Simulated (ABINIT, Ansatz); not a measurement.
## BP (F-43m): from Born charge to LO-TO splitting

How high does the longitudinal optical mode of BP (F-43m) lie, given the transverse one, the Born charge and ε∞?

Main program and level: ABINIT 10.8.3; DFT LDA, scalar-relativistic, plane waves, PseudoDojo norm-conserving pseudopotentials.

## 1. The relaxed structure

Symmetry: F-43m, No. 216, cubic system. Conventional cell: a = 4.487 Å, b = 4.487 Å, c = 4.487 Å, α = 90.00°, β = 90.00°, γ = 90.00°. B has 4 P at 1.94 Å nearest. P has 4 B at 1.94 Å nearest. Farther neighbours are not listed.

Coordinates:

```xyz
2
Lattice="0.0000 2.2436 2.2436 2.2436 0.0000 2.2436 2.2436 2.2436 0.0000" Properties=species:S:1:pos:R:3 pbc="T T T"
B     0.0000    0.0000    0.0000
P     1.1218    1.1218    1.1218
```

This is the cell after its relaxation at this level of theory, not the database cell from which that began.

## 2. What the response run gave

A linear-response run on the relaxed cell, with the response to an electric field; only its zone-centre results are used. Cutoff 34 Ha, k mesh 8×8×8 with shifts.

Numbers of over 12 decimals in the logs are rounded to 6 here.

The log of the run:

```text
[banners, grids, parts of the stress and lines that vanish by symmetry left out]
- input  file    -> dfpt_gamma.abi
- output file    -> dfpt_gamma.abo
- root for input  files -> dfpt_gammai
[...]
DATASET    1 : space group F-4 3 m (#216); Bravais cF (face-center cubic)
[...]
nfft =       32768          nkpt =        1024
[...]
DATASET    2 : space group F-4 3 m (#216); Bravais cF (face-center cubic)
[...]
nfft =       32768          nkpt =        1024
[...]
== DATASET  1 ==================================================================
[...]
cutoff_energies: {ecut:  34.0, pawecutdg:  -1.0, }
[...]
- 15.00000   5.00000  180309                  znucl, zion, pspdat
[...]
Perturbation : derivative vs k along direction   1
[...]
-ETOT  1  -12.708708672515     -1.271E+01 4.362E+00 0.000E+00
 ETOT  2  -12.745225761399     -3.652E-02 3.808E-02 0.000E+00
 ETOT  3  -12.745459259769     -2.335E-04 2.015E-04 0.000E+00
 ETOT  4  -12.745461675462     -2.416E-06 5.150E-06 0.000E+00
 ETOT  5  -12.745461707757     -3.230E-08 5.604E-08 0.000E+00
[...]
At SCF step   13   max residual=  1.00E-20 < tolwfr=  1.00E-20 =>converged.
[...]
Perturbation : derivative vs k along direction   2
[...]
-ETOT  1  -12.708708672064     -1.271E+01 4.362E+00 0.000E+00
[...]
At SCF step   13   max residual=  1.00E-20 < tolwfr=  1.00E-20 =>converged.
[...]
Perturbation : derivative vs k along direction   3
[...]
-ETOT  1  -12.708708671614     -1.271E+01 4.362E+00 0.000E+00
[...]
At SCF step   13   max residual=  1.00E-20 < tolwfr=  1.00E-20 =>converged.
[...]
1        1       2.3913888295   -0.0000000000
     1        2       1.1956944147    0.0000000000
     1        3       1.1956944147   -0.0000000000
     2        1       1.1956944147    0.0000000000
     2        2       2.3913888295   -0.0000000000
     2        3       1.1956944147   -0.0000000000
     3        1       1.1956944147   -0.0000000000
     3        2       1.1956944147   -0.0000000000
     3        3       2.3913888295   -0.0000000000
[...]
== DATASET  2 ==================================================================
[...]
cutoff_energies: {ecut:  34.0, pawecutdg:  -1.0, }
[...]
Perturbation : displacement of atom   1   along direction   1
[...]
-ETOT  1   8.157028     -2.232E+02 7.695E-01 1.790E+03
[...]
At SCF step    9       vres2   =  5.49E-12 < tolvrs=  1.00E-10 =>converged.
[...]
At SCF step    8       vres2   =  2.85E-12 < tolvrs=  1.00E-10 =>converged.
[...]
-ETOT  1   1.719863     -4.799E+00 1.448E+00 2.006E+03
[...]
ETOT  7   1.137482     -7.388E-11 2.132E-11 7.164E-10
 ETOT  8   1.137482     -6.990E-13 4.235E-13 2.812E-12
 At SCF step    8       vres2   =  2.81E-12 < tolvrs=  1.00E-10 =>converged.
[...]
Dielectric tensor, in cartesian coordinates,
[...]
1    4   1    4         9.1359140583        -0.0000000000
   1    4   2    4        -0.0000000000        -0.0000000000
   1    4   3    4        -0.0000000000        -0.0000000000
   2    4   1    4        -0.0000000000        -0.0000000000
   2    4   2    4         9.1359140583        -0.0000000000
   2    4   3    4        -0.0000000000        -0.0000000000
   3    4   1    4        -0.0000000000        -0.0000000000
   3    4   2    4        -0.0000000000        -0.0000000000
   3    4   3    4         9.1359140583        -0.0000000000
  Effective charges, in cartesian coordinates,
[...]
1    1   1    4        -0.6426004873         0.0000000000
   2    1   1    4         0.0000000000         0.0000000000
   3    1   1    4        -0.0000000000         0.0000000000
   1    2   1    4         0.6427315281         0.0000000000
   2    2   1    4        -0.0000000000         0.0000000000
[...]
Effective charges, in cartesian coordinates,
[...]
Rigid-atom elastic tensor , in cartesian coordinates,
[...]
Rigid-atom proper piezoelectric tensor, in cartesian coordinates,
[...]
2    4   2    6         0.0013306468         0.0000000000
   2    4   3    6         0.0000000000         0.0000000000
   3    4   1    5         0.0000000000         0.0000000000
   3    4   2    5         0.0000000000         0.0000000000
   3    4   3    5         0.0000000000         0.0000000000
   3    4   1    6         0.0000000000         0.0000000000
   3    4   2    6         0.0000000000         0.0000000000
   3    4   3    6         0.0013306468         0.0000000000
  Phonon wavevector (reduced coordinates) :  0.00000  0.00000  0.00000
 Phonon energies in Hartree :
[...]
Phonon frequencies in cm-1    :
-  2.432273E-01  2.432275E-01  2.432280E-01  8.211079E+02  8.211079E+02
-  8.211079E+02
  Phonon at Gamma, with non-analyticity in the
[...]
Phonon energies in Hartree :
[...]
Phonon frequencies in cm-1    :
-  2.432273E-01  2.432275E-01  2.434260E-01  8.211079E+02  8.211079E+02
-  8.285566E+02
  Phonon at Gamma, with non-analyticity in the
[...]
Phonon energies in Hartree :
[...]
Phonon frequencies in cm-1    :
-  2.432273E-01  2.432280E-01  2.434255E-01  8.211079E+02  8.211079E+02
-  8.285566E+02
  Phonon at Gamma, with non-analyticity in the
[...]
Phonon energies in Hartree :
[...]
Phonon frequencies in cm-1    :
-  2.432275E-01  2.432280E-01  2.434253E-01  8.211079E+02  8.211079E+02
-  8.285566E+02
[...]
fcart2     0.0000000000E+00  0.0000000000E+00  0.0000000000E+00
           strten2     0.0000000000E+00  0.0000000000E+00  0.0000000000E+00
================================================================================
```

```
                       quantity   value
             cell volume Ω (Å³)  22.588
                  mass of B (u)  10.810
                  mass of P (u)  30.974
      Born charge of B, raw (e)  -0.643
      Born charge of P, raw (e)   0.643
                             ε∞   9.136
ω(TO) after the sum rule (cm⁻¹)   821.1
```

## 3. The calculation

The charges must sum to zero over the cell; taking off their mean, 0.000 e, leaves Z* = -0.643 e on B. In the polar mode B moves against P, so the reduced mass is μ = 10.81 × 30.97 / 41.78 = 8.013 u.

A longitudinal wave builds up a field that adds to the restoring force: ω(LO)² = ω(TO)² + 4π Z*² / (μ Ω ε∞), in Hartree atomic units. With μ = 14607 electron masses and Ω = 152.43 bohr³ the second term is 2.5513e-07 Ha², or 12289 cm⁻² (1 Ha = 219474.6 cm⁻¹).

So ω(LO) = √(674222 + 12289) = 828.6 cm⁻¹, and by the Lyddane-Sachs-Teller relation ε₀ = ε∞ (ω(LO)/ω(TO))² = 9.30.

## 4. Check against the program

The analysis program adds the same non-analytic term to the full matrix.

The log of the run:

```text
[banners, grids, parts of the stress and lines that vanish by symmetry left out]
-outvars_anaddb: echo values of input variables ----------------------

 Flags :
[...]
Dielectric Tensor and Effective Charges
[...]
Effective charge tensors after
[...]
Phonon wavevector (reduced coordinates) :  0.00000  0.00000  0.00000
 Phonon energies in Hartree :
[...]
Phonon energies in meV     :
-  0.000000E+00  0.000000E+00  0.000000E+00  1.018044E+02  1.018044E+02
-  1.018044E+02
 Phonon frequencies in cm-1    :
-  0.000000E+00  0.000000E+00  0.000000E+00  8.211079E+02  8.211079E+02
-  8.211079E+02
 Phonon frequencies in Thz     :
-  0.000000E+00  0.000000E+00  0.000000E+00  2.461619E+01  2.461619E+01
-  2.461619E+01
 Phonon energies in Kelvin  :
-  0.000000E+00  0.000000E+00  0.000000E+00  1.181391E+03  1.181391E+03
-  1.181391E+03
[...]
-  1  0.00000000E+00  5.81934667E-07  3.62335572E-03
-     0.00000000E+00  0.00000000E+00  0.00000000E+00
-  2  0.00000000E+00  5.81934675E-07  3.62335577E-03
-     0.00000000E+00  0.00000000E+00  0.00000000E+00
[...]
-  1  5.96840829E-07  3.62335567E-03 -5.81934670E-07
-     0.00000000E+00  0.00000000E+00  0.00000000E+00
-  2  5.96840838E-07  3.62335572E-03 -5.81934679E-07
-     0.00000000E+00  0.00000000E+00  0.00000000E+00
[...]
-  1  3.62335571E-03 -5.96840833E-07  0.00000000E+00
-     0.00000000E+00  0.00000000E+00  0.00000000E+00
-  2  3.62335577E-03 -5.96840842E-07  0.00000000E+00
-     0.00000000E+00  0.00000000E+00  0.00000000E+00
[...]
-  1  0.00000000E+00  0.00000000E+00  6.13302915E-03
-     0.00000000E+00  0.00000000E+00  0.00000000E+00
-  2  0.00000000E+00  0.00000000E+00 -2.14065625E-03
-     0.00000000E+00  0.00000000E+00  0.00000000E+00
[...]
-  1  1.96072162E-06 -6.13302884E-03  0.00000000E+00
-     0.00000000E+00  0.00000000E+00  0.00000000E+00
-  2 -6.84365080E-07  2.14065614E-03  0.00000000E+00
-     0.00000000E+00  0.00000000E+00  0.00000000E+00
[...]
-  1  6.13302884E-03  1.96072162E-06  0.00000000E+00
-     0.00000000E+00  0.00000000E+00  0.00000000E+00
-  2 -2.14065614E-03 -6.84365080E-07  0.00000000E+00
-     0.00000000E+00  0.00000000E+00  0.00000000E+00
[...]
-     1          0.000000     0.000000     0.000000     0.000000
-     2          0.000000     0.000000    -0.000000     0.000000
-     3          0.000000    -0.000000     0.000000     0.000000
-     4         -0.000000     0.000000    -0.818552     0.818552
-     5         -0.000262     0.818552     0.000000     0.818552
-     6         -0.818552    -0.000262    -0.000000     0.818552
[...]
-   1     Real    0.0000E+00  0.0000E+00  0.0000E+00  0.0000E+00  0.0000E+00  0.0000E+00  0.0000E+00
[...]
-  1  0.00000000E+00  5.81687701E-07  3.62335572E-03
-     0.00000000E+00  0.00000000E+00  0.00000000E+00
-  2  0.00000000E+00  5.81687710E-07  3.62335577E-03
-     0.00000000E+00  0.00000000E+00  0.00000000E+00
[...]
Phonon at Gamma, with non-analyticity in the
[...]
Phonon energies in Hartree :
[...]
Phonon energies in meV     :
-  0.000000E+00  0.000000E+00  0.000000E+00  1.018044E+02  1.018044E+02
-  1.027280E+02
 Phonon frequencies in cm-1    :
-  0.000000E+00  0.000000E+00  0.000000E+00  8.211079E+02  8.211079E+02
-  8.285573E+02
 Phonon frequencies in Thz     :
-  0.000000E+00  0.000000E+00  0.000000E+00  2.461619E+01  2.461619E+01
-  2.483952E+01
 Phonon energies in Kelvin  :
-  0.000000E+00  0.000000E+00  0.000000E+00  1.181391E+03  1.181391E+03
-  1.192109E+03
[...]
Phonon at Gamma, with non-analyticity in the
[...]
Phonon energies in Hartree :
[...]
Phonon energies in meV     :
-  0.000000E+00  0.000000E+00  0.000000E+00  1.018044E+02  1.018044E+02
-  1.027280E+02
 Phonon frequencies in cm-1    :
-  0.000000E+00  0.000000E+00  0.000000E+00  8.211079E+02  8.211079E+02
-  8.285573E+02
 Phonon frequencies in Thz     :
-  0.000000E+00  0.000000E+00  0.000000E+00  2.461619E+01  2.461619E+01
-  2.483952E+01
 Phonon energies in Kelvin  :
-  0.000000E+00  0.000000E+00  0.000000E+00  1.181391E+03  1.181391E+03
-  1.192109E+03
[...]
-  1  5.92933809E-07  3.62335408E-03  3.43804397E-06
-     0.00000000E+00  0.00000000E+00  0.00000000E+00
-  2  5.92933493E-07  3.62335414E-03  3.43804370E-06
-     0.00000000E+00  0.00000000E+00  0.00000000E+00
[...]
-  1  3.62335571E-03 -5.92940551E-07  0.00000000E+00
-     0.00000000E+00  0.00000000E+00  0.00000000E+00
-  2  3.62335577E-03 -5.92940885E-07  0.00000000E+00
-     0.00000000E+00  0.00000000E+00  0.00000000E+00
[...]
-  1  1.15218053E-03  3.64426320E-03 -4.79644372E-03
-     0.00000000E+00  0.00000000E+00  0.00000000E+00
-  2 -4.02154039E-04 -1.27198397E-03  1.67413801E-03
-     0.00000000E+00  0.00000000E+00  0.00000000E+00
[...]
-  1  4.87324441E-03 -3.43443981E-03 -1.43880460E-03
-     0.00000000E+00  0.00000000E+00  0.00000000E+00
-  2 -1.70094432E-03  1.19874777E-03  5.02196546E-04
-     0.00000000E+00  0.00000000E+00  0.00000000E+00
[...]
Direction                     Dielectric constant
[...]
Elastic Tensor (clamped ion) (unit:10^2GP):
[...]
Elastic Tensor (relaxed ion) (unit:10^2GP):
[...]
Calculation of the tensor related to piezoelectric effetc
[...]
Proper piezoelectric constants (clamped ion) (unit:c/m^2)
[...]
Proper piezoelectric constants (relaxed ion) (unit:c/m^2)
[...]
0.00000000     -0.11071293     -0.00000000
      0.00000000     -0.00000000     -0.11071293
-
```

```
    quantity  by hand  program
ω(LO) (cm⁻¹)    828.6    828.6
          ε₀     9.30     9.30
```

## 5. What came out

| Property | Result |
| --- | --- |
| TO mode | 821.1 cm⁻¹ |
| LO mode | 828.6 cm⁻¹ |
| static dielectric constant | 9.302 |

The LO mode of BP (F-43m) lies at 829 cm⁻¹, 7 cm⁻¹ above the TO mode; the formula meets the program within 0.1 cm⁻¹, as it must for a cubic crystal with one polar mode. ω(LO)² − ω(TO)² goes with Z*²/ε∞: an error of 5 % in ε∞ would move the LO mode by 0.4 cm⁻¹, and semilocal functionals tend to overestimate ε∞. These are harmonic values at zero temperature, at the volume of this functional, for the structure held cubic; stability elsewhere in the zone is no part of this calculation.

[Host names and launcher messages were left out of these logs when they were recorded.]

[Logs are printed without paths, hosts, clocks, repeated set-up lines and the standing remarks that a program may print on its own settings, such as how far it seeks lower states.]

[Hosts, paths, dates, database ids (printed as entryN), source tags and the programs' standing remarks are cut or masked in the printed files.]
